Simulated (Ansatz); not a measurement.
As under changes of volume

One of the cells (22.434 Å³/atom); the others are scaled copies at fixed shape and fractional positions:

```
CELL_PARAMETERS angstrom
1.82500 -5.50000 0.00000
1.82500 5.50000 0.00000
0.00000 0.00000 4.47000
ATOMIC_POSITIONS crystal
As 0.39000 0.61000 0.56000
As 0.89000 0.11000 0.94000
As 0.61000 0.39000 0.44000
As 0.11000 0.89000 0.06000
```

This isn't the form of As at room conditions, which is rhombohedral.

```yaml
Program: Ansatz 0.2.0
Functional: r2SCAN
Potentials_or_basis: Ansatz PAW
Cutoff: "500 eV (not typed: the program's choice for these potentials)"
k_mesh: 8 × 8 × 6
Occupations: fermi-dirac, width 0.05 eV
Spin: no spin polarisation
```

| volume (Å³/atom) | energy over the lowest point (meV/atom) | pressure (GPa) | gap on the mesh (eV) | largest force (eV/Å) |
| --- | --- | --- | --- | --- |
| 21.088 | 34.50 | 6.7 | 0.13 | 0.248 |
| 21.536 | ? | ? | ? | ? |
| 21.985 | 7.81 | 3.0 | 0.20 | 0.256 |
| 22.434 | 1.78 | 1.4 | 0.19 | 0.381 |
| 22.882 | 0.00 | -0.1 | 0.17 | 0.512 |
| 23.331 | 2.05 | -1.4 | 0.16 | 0.639 |
| 23.780 | 7.56 | -2.5 | 0.13 | 0.760 |

Problem. What does the run at 21.536 Å³/atom give?

Solution. Energy over the lowest point 18.54 meV/atom; pressure 4.7 GPa; gap on the mesh 0.18 eV; largest force 0.182 eV/Å.

Worked out: A Birch-Murnaghan fit of order 3 (a polynomial in V^(-2/3)) to the other rows has its minimum at 22.86 Å³/atom with B0 = V·E''(V) = 70 GPa and B' = 4.2 at fixed shape and positions, which overstates the stiffness. It gives 18.56 meV/atom at 21.536 Å³/atom, against the run's 18.54, and -dE/dV = 4.7 GPa, against 4.7. A parabola through the other rows of the gap, of slope 1.27 eV per unit of ln V there, gives 0.17 eV, against the run's 0.18.

Energies are extrapolated to zero smearing.

Caveats: the PAW data sets come from PBE, with cores solved anew for the run's functional, which leaves a small shift of forces and pressure.

A mesh can miss the band edges. Spin-orbit coupling on As is left out.
